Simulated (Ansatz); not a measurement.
Runs of Ansatz 0.2.0 on Al. It takes space group Fm-3m (No. 225, cubic). The conventional cell has a = 4.050 Å, b = 4.050 Å, c = 4.050 Å, α = 90.00°, β = 90.00°, γ = 90.00°. Around Al (site symmetry m-3m) lie 12 Al at 2.86 Å. 

```csv
task,level,potentials or basis,spin,cell,cutoff (eV),smearing,other functionals evaluated on the density,basis error allowed,gap on the mesh (eV),pressure (GPa),moment (μB)
electric field gradients,PBE+D3(BJ)+ATM,all-electron PAW datasets made for the crystal,off,volume scaled by 1.04,140,fermi-dirac 0.01 eV,-,-,none,-6.0,-
relaxation of cell and atoms,m-r2SCAN,all-electron PAW datasets made for the crystal,"collinear, ferromagnetic start",relaxed from: volume scaled by 1.04,-,fermi-dirac 0.05 eV,-,-,-,0.0,0.00
single point,PBEsol+D3(BJ),"all-electron LAPW, scalar-relativistic",off,as given,130,gaussian 0.01 eV,"PBEsol, LDA, BLYP",0.001 eV/atom,none,(a),-
single point,PBEsol+D3(BJ),"all-electron LAPW, scalar-relativistic","collinear, ferromagnetic start",cell strained at random at fixed volume,125,fermi-dirac 0.01 eV,-,0.002 eV/atom,none,-4.8,0.00
```

Alike in all rows: k mesh 11 × 11 × 11.

**Question.** Fill in the values left out.

**Answer.** (a) -5.1.

Caveats: pairwise dispersion overbinds metals, which lowers pressure and volume (some runs); the starting moments weren't kept (some runs); the program listed the state as in doubt (some runs).

A gap of «none» marks a metal or a gap under the smearing width.

The runs don't all hold the same shells in valence.
